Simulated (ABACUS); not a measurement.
# Si2Ni (Fm-3m) in ABACUS: reference runs, part 2 of 2

ABACUS 3.10.1. Earlier steps stand in the parts before.

## Step 3: Single point, PBEsol, collinear spin, ferromagnetic start (atoms moved at random, drawn with an rms of 0.05 Å)

The input, INPUT:

```
INPUT_PARAMETERS
suffix              Si2Ni
calculation         scf
basis_type          pw
pseudo_dir          ./
symmetry            1
dft_functional      pbesol
ecutwfc             98
pseudo_rcut         7
nspin               2
nbands              18
ks_solver           dav
smearing_method     fd
smearing_sigma      0.00367493
scf_thr             1e-08
scf_nmax            100
mixing_type         broyden
mixing_beta         0.4
cal_force           1
cal_stress          1
kpar                4
```

The input, STRU:

```
ATOMIC_SPECIES
Ni 58.6934 Ni.upf
Si 28.0850 Si.upf

LATTICE_CONSTANT
1.8897261246

LATTICE_VECTORS
0.0000000000 2.7030000000 2.7030000000
2.7030000000 0.0000000000 2.7030000000
2.7030000000 2.7030000000 0.0000000000

ATOMIC_POSITIONS
Direct

Ni
0.0
1
0.0049260000 0.0098940000 -0.0046020000 1 1 1 mag 1

Si
0.0
2
0.7533160000 0.7508790000 0.7664170000 1 1 1 mag 0
0.2446960000 0.2529610000 0.2551780000 1 1 1 mag 0
```

The input, KPT:

```
K_POINTS
0
Gamma
9 9 9 0 0 0
```

Potentials or basis: PseudoDojo NC SR 0.4.1 PBEsol standard, plane waves.

On the command line:

```bash
OMP_NUM_THREADS=1 mpirun -np 4 abacus > log
```

Run time: 3.1 min. Hardware: 4 MPI ranks of Intel Xeon 6975P-C (Granite Rapids), shared host; peak memory 1.4 GiB.

It converged, with:

- Free energy: -4793.6468 eV
- Pressure: -0.7 GPa
- Largest force: 0.457 eV/Å
- Band gap on the k mesh: none (metal or under the smearing width)
- Net moment: 0.00 μB per cell
- Absolute moment: 0.00 μB per cell

Forces in eV/Å, atoms in the order of the input:
```
Ni   0.170  0.241 -0.338
Si  -0.208 -0.403  0.059
Si   0.037  0.162  0.279
```

Stress tensor (GPa, compression positive):
```
-0.73  0.66  1.45
 0.66 -0.65  0.60
 1.45  0.60 -0.80
```

Levels at points of the mesh, in eV from the Fermi level:
Spin up:
```tsv
k point	band 10	band 11	band 12	band 13	band 14	band 15	band 16
(0.00, 0.00, 0.00)	-3.51	-0.31	1.67	1.69	1.73	2.05	2.28
```
Spin down:
```
           k point  band 11  band 12  band 13  band 14  band 15  band 16
(0.00, 0.00, 0.00)    -0.31     1.67     1.69     1.73     2.05     2.28
```

## Step 4: Equation of state, PBEsol, collinear spin, ferromagnetic start, 12.38 Å³/atom (volume scaled by 0.94)

INPUT is that of step 3.

The input, STRU:

```
ATOMIC_SPECIES
Ni 58.6934 Ni.upf
Si 28.0850 Si.upf

LATTICE_CONSTANT
1.8897261246

LATTICE_VECTORS
0.0000000000 2.6478212519 2.6478212519
2.6478212519 0.0000000000 2.6478212519
2.6478212519 2.6478212519 0.0000000000

ATOMIC_POSITIONS
Direct

Ni
0.0
1
0.0000000000 0.0000000000 0.0000000000 1 1 1 mag 1

Si
0.0
2
0.7500000000 0.7500000000 0.7500000000 1 1 1 mag 0
0.2500000000 0.2500000000 0.2500000000 1 1 1 mag 0
```

KPT is that of step 3.

Potentials or basis: PseudoDojo NC SR 0.4.1 PBEsol standard, plane waves.

On the command line:

```bash
OMP_NUM_THREADS=1 mpirun -np 4 abacus > log
```

running log:

```text
ABACUS v3.10.1

               Atomic-orbital Based Ab-initio Computation at UStc

 ------------------------------------------------------------------------------------

 READING GENERAL INFORMATION
                           global_out_dir = OUT.Si2Ni/
                           global_in_card = INPUT
                               pseudo_dir = ./
                              orbital_dir =
                                    DSIZE = 4
                                    GSIZE = 1

 READING UNITCELL INFORMATION
                                    ntype = 2
                  lattice constant (Bohr) = 1.88973
              lattice constant (Angstrom) = 1

 READING ATOM TYPE 1
                               atom label = Ni
                      L=0, number of zeta = 1
                      L=1, number of zeta = 1
                      L=2, number of zeta = 1
             number of atom for this type = 1
               magnetization of element 1 = 1

 READING ATOM TYPE 2
                               atom label = Si
                      L=0, number of zeta = 1
                      L=1, number of zeta = 1
                      L=2, number of zeta = 1
             number of atom for this type = 2
               magnetization of element 2 = 0

                        TOTAL ATOM NUMBER = 3
DIRECT COORDINATES
    atom                   x                   y                   z     mag                  vx                  vy                  vz
[... 417 lines left out ...]
 E_band         -23.6378714581       -321.6097404217
 E_one_elec     -254.8196042796      -3466.9985803076
 E_Hartree      141.1491707253       1920.4329898394
 E_xc           -48.9871728619       -666.5046798333
 E_Ewald        -189.6652700943      -2580.5283859913
 E_entropy(-TS) -0.0006819992        -0.0092790757
 E_descf        0.0000000000         0.0000000000
 E_exx          0.0000000000         0.0000000000
 E_Fermi        1.0637698649         14.4733315227
----------------------------------------------------------

 charge density convergence is achieved
 final etot is -4793.6079354 eV
 EFERMI = 14.473331523 eV

 STATE ENERGY(eV) AND OCCUPATIONS    NSPIN == 2
SPIN UP :
 1/9 kpoint (Cartesian) = 0.0000 0.0000 0.0000 (4111 pws)
       1       -90.2133     0.00137174
       2       -50.7589     0.00137174
       3       -50.7589     0.00137174
       4       -50.7589     0.00137174
       5     -0.0513295     0.00137174
       6        8.77187     0.00137174
[... 98 lines left out ...]
       5       0.204501     0.00823045
       6        8.45808     0.00823045
[... 10 lines left out ...]
      17        18.7169    1.13730e-39
      18        18.7169    1.13730e-39

[... levels at 12 further k points ...]

------------------------------------------------------------------------------------------
 TOTAL-FORCE (eV/Angstrom)
------------------------------------------------------------------------------------------
                       Ni1         0.0000000000         0.0000000000         0.0000000000
                       Si1         0.0000000000         0.0000000000         0.0000000000
                       Si2         0.0000000000         0.0000000000         0.0000000000
------------------------------------------------------------------------------------------

----------------------------------------------------------------
 TOTAL-STRESS (KBAR)
----------------------------------------------------------------
        96.3004728319        -0.0000000000        -0.0000000000
        -0.0000000000        96.3004728319         0.0000000000
        -0.0000000000         0.0000000000        96.3004728319
----------------------------------------------------------------
 TOTAL-PRESSURE: 96.300473 KBAR

 --------------------------------------------
 !FINAL_ETOT_IS -4793.6079353684835951 eV
 --------------------------------------------
```

Wall time 55 s (4 MPI ranks of AMD EPYC 7R43 (Zen 3), shared host); peak memory 0.52 GiB.

Results:

```
Free energy            : -4793.6079 eV
Pressure               : 9.6 GPa
Band gap on the k mesh : none (metal or under the smearing width)
Net moment             : 0.00 μB per cell
Absolute moment        : 0.00 μB per cell
```

## Step 5: Equation of state, PBEsol, collinear spin, ferromagnetic start, 12.64 Å³/atom (volume scaled by 0.96)

INPUT is that of step 4.

STRU: that of step 4 with these lines changed.

```diff
@@ -8,5 +8,5 @@
 LATTICE_VECTORS
-0.0000000000 2.6478212519 2.6478212519
-2.6478212519 0.0000000000 2.6478212519
-2.6478212519 2.6478212519 0.0000000000
+0.0000000000 2.6664684948 2.6664684948
+2.6664684948 0.0000000000 2.6664684948
+2.6664684948 2.6664684948 0.0000000000
```

KPT is that of step 4.

On the command line:

```bash
OMP_NUM_THREADS=1 mpirun -np 4 abacus > log
```

Run time: 55 s. Hardware: 4 MPI ranks of AMD EPYC 7R43 (Zen 3), shared host; peak memory 0.52 GiB.

It converged, with:

- Free energy: -4793.6457 eV
- Pressure: 5.8 GPa
- Band gap on the k mesh: none (metal or under the smearing width)
- Net moment: 0.00 μB per cell
- Absolute moment: 0.00 μB per cell

## Step 6: Equation of state, PBEsol, collinear spin, ferromagnetic start, 12.90 Å³/atom (volume scaled by 0.98)

INPUT is that of step 5.

STRU: that of step 5 with these lines changed.

```diff
@@ -8,5 +8,5 @@
 LATTICE_VECTORS
-0.0000000000 2.6664684948 2.6664684948
-2.6664684948 0.0000000000 2.6664684948
-2.6664684948 2.6664684948 0.0000000000
+0.0000000000 2.6848585138 2.6848585138
+2.6848585138 0.0000000000 2.6848585138
+2.6848585138 2.6848585138 0.0000000000
```

KPT is that of step 5.

Potentials or basis: PseudoDojo NC SR 0.4.1 PBEsol standard, plane waves.

On the command line:

```bash
OMP_NUM_THREADS=1 mpirun -np 4 abacus > log
```

It took 55 s on 4 MPI ranks of AMD EPYC 7R43 (Zen 3), shared host; peak memory 0.48 GiB.

It converged, with:

* Free energy: -4793.6653 eV
* Pressure: 2.3 GPa
* Band gap on the k mesh: none (metal or under the smearing width)
* Net moment: 0.00 μB per cell
* Absolute moment: 0.00 μB per cell

## Step 7: Equation of state, PBEsol, collinear spin, ferromagnetic start, 13.17 Å³/atom

INPUT is that of step 6.

STRU: that of step 6 with these lines changed.

```diff
@@ -8,5 +8,5 @@
 LATTICE_VECTORS
-0.0000000000 2.6848585138 2.6848585138
-2.6848585138 0.0000000000 2.6848585138
-2.6848585138 2.6848585138 0.0000000000
+0.0000000000 2.7030000000 2.7030000000
+2.7030000000 0.0000000000 2.7030000000
+2.7030000000 2.7030000000 0.0000000000
```

KPT is that of step 6.

On the command line:

```bash
OMP_NUM_THREADS=1 mpirun -np 4 abacus > log
```

It took 53 s on 4 MPI ranks of AMD EPYC 7R43 (Zen 3), shared host; peak memory 0.52 GiB.

The run converged. Its results:

```
Free energy            : -4793.6685 eV
Pressure               : -0.9 GPa
Band gap on the k mesh : none (metal or under the smearing width)
Net moment             : 0.00 μB per cell
Absolute moment        : 0.00 μB per cell
```

## Step 8: Equation of state, PBEsol, collinear spin, ferromagnetic start, 13.43 Å³/atom (volume scaled by 1.02)

INPUT is that of step 7.

STRU: that of step 7 with these lines changed.

```diff
@@ -8,5 +8,5 @@
 LATTICE_VECTORS
-0.0000000000 2.7030000000 2.7030000000
-2.7030000000 0.0000000000 2.7030000000
-2.7030000000 2.7030000000 0.0000000000
+0.0000000000 2.7209011839 2.7209011839
+2.7209011839 0.0000000000 2.7209011839
+2.7209011839 2.7209011839 0.0000000000
```

KPT is that of step 7.

On the command line:

```bash
OMP_NUM_THREADS=1 mpirun -np 4 abacus > log
```

Wall time 42 s (4 MPI ranks of AMD EPYC 7R43 (Zen 3), shared host); peak memory 0.52 GiB.

Results (log left out):

* Free energy: -4793.6566 eV
* Pressure: -3.8 GPa
* Band gap on the k mesh: none (metal or under the smearing width)
* Net moment: 0.00 μB per cell
* Absolute moment: 0.00 μB per cell

## Step 9: Equation of state, PBEsol, collinear spin, ferromagnetic start, 13.69 Å³/atom (volume scaled by 1.04)

INPUT is that of step 8.

STRU: that of step 8 with these lines changed.

```diff
@@ -8,5 +8,5 @@
 LATTICE_VECTORS
-0.0000000000 2.7209011839 2.7209011839
-2.7209011839 0.0000000000 2.7209011839
-2.7209011839 2.7209011839 0.0000000000
+0.0000000000 2.7385698685 2.7385698685
+2.7385698685 0.0000000000 2.7385698685
+2.7385698685 2.7385698685 0.0000000000
```

KPT is that of step 8.

Potentials or basis: PseudoDojo NC SR 0.4.1 PBEsol standard, plane waves.

On the command line:

```bash
OMP_NUM_THREADS=1 mpirun -np 4 abacus > log
```

Wall time 57 s (4 MPI ranks of AMD EPYC 7R43 (Zen 3), shared host); peak memory 0.56 GiB.

The run converged. Its results:

```
Free energy            : -4793.6312 eV
Pressure               : -6.5 GPa
Band gap on the k mesh : none (metal or under the smearing width)
Net moment             : 0.00 μB per cell
Absolute moment        : 0.00 μB per cell
```

## Step 10: Equation of state, PBEsol, collinear spin, ferromagnetic start, 13.96 Å³/atom (volume scaled by 1.06)

INPUT is that of step 9.

STRU: that of step 9 with these lines changed.

```diff
@@ -8,5 +8,5 @@
 LATTICE_VECTORS
-0.0000000000 2.7385698685 2.7385698685
-2.7385698685 0.0000000000 2.7385698685
-2.7385698685 2.7385698685 0.0000000000
+0.0000000000 2.7560134590 2.7560134590
+2.7560134590 0.0000000000 2.7560134590
+2.7560134590 2.7560134590 0.0000000000
```

KPT is that of step 9.

On the command line:

```bash
OMP_NUM_THREADS=1 mpirun -np 4 abacus > log
```

Wall time 53 s (4 MPI ranks of AMD EPYC 7R43 (Zen 3), shared host); peak memory 0.56 GiB.

The run converged. Its results:

```
Free energy            : -4793.5933 eV
Pressure               : -8.9 GPa
Band gap on the k mesh : none (metal or under the smearing width)
Net moment             : 0.00 μB per cell
Absolute moment        : 0.00 μB per cell
```

## Step 11: Equation of state, PBEsol, collinear spin, ferromagnetic start

Potentials or basis: PseudoDojo NC SR 0.4.1 PBEsol standard, plane waves.

No new run: the results of the series are fitted here.

Results:

* Equilibrium volume: 13.09 Å³/atom
* Bulk modulus: 155 GPa
* Pressure derivative of the bulk modulus: 3.8

Energy against volume, from the lowest point:
| volume (Å³/atom) | energy (meV/atom) |
| --- | --- |
| 12.376 | 20.18 |
| 12.639 | 7.59 |
| 12.902 | 1.05 |
| 13.166 | 0.00 |
| 13.429 | 3.95 |
| 13.692 | 12.44 |
| 13.956 | 25.05 |

## Step 12: Overview

| task | cell | gap on the mesh (eV) | pressure (GPa) | moment (μB) |
| --- | --- | --- | --- | --- |
| single point | as given | none | -0.9 | 0.00 |
| single point | atoms moved at random, drawn with an rms of 0.05 Å | none | -0.7 | 0.00 |
| equation of state | as given | - | - | - |

Alike in all rows: level PBEsol; potentials or basis PseudoDojo NC SR 0.4.1 PBEsol standard, plane waves; spin collinear, ferromagnetic start; k mesh 9 × 9 × 9; cutoff (eV) 1333; smearing fermi-dirac 0.05 eV.

Total energies depend on the potentials used, so only differences within one code and one set of settings carry meaning.
